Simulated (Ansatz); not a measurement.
Crystal: HfN.

```
Hf N
1.0
     2.82503    0.00000    0.00000
     0.00000    2.82503    0.00000
     0.00000    0.00000    2.82503
Hf N
1 1
Direct
  0.50000 0.50000 0.50000
  0.00000 0.00000 0.00000
```

The cell was built by a generator and needn't be a form met in nature.

Base run:

| Item | Value |
| --- | --- |
| Program | Ansatz 0.2.0 |
| Functional | r2SCAN |
| Potentials or basis | Ansatz PAW |
| Cutoff | 500 eV (not typed: the program's choice for these potentials) |
| k mesh | 9 × 9 × 9 |
| Occupations | fermi-dirac, width 0.05 eV |
| Spin | no spin polarisation |
| Hubbard terms | Hf d U = 1 eV |

Its results: band gap on the k mesh none (metal or under the smearing width); pressure -3.7 GPa.

Task: After a change of settings the same cell gave: band gap on the k mesh none (metal or under the smearing width); pressure 1.4 GPa. Which change was it?
A. hubbard terms from Hf d U = 1 eV to Hf d U = 4 eV
B. hubbard terms from Hf d U = 1 eV to none; hubbard projectors from ortho-atomic (the default) to none
C. hubbard terms from Hf d U = 1 eV to Hf d U = 3 eV

Result: A.

Caveats: U without spin polarisation on a metal has little footing; the PAW data sets come from PBE, with cores solved anew for the run's functional, which leaves a small shift of forces and pressure; the density of states is complete only up to the lowest level of the last band computed.
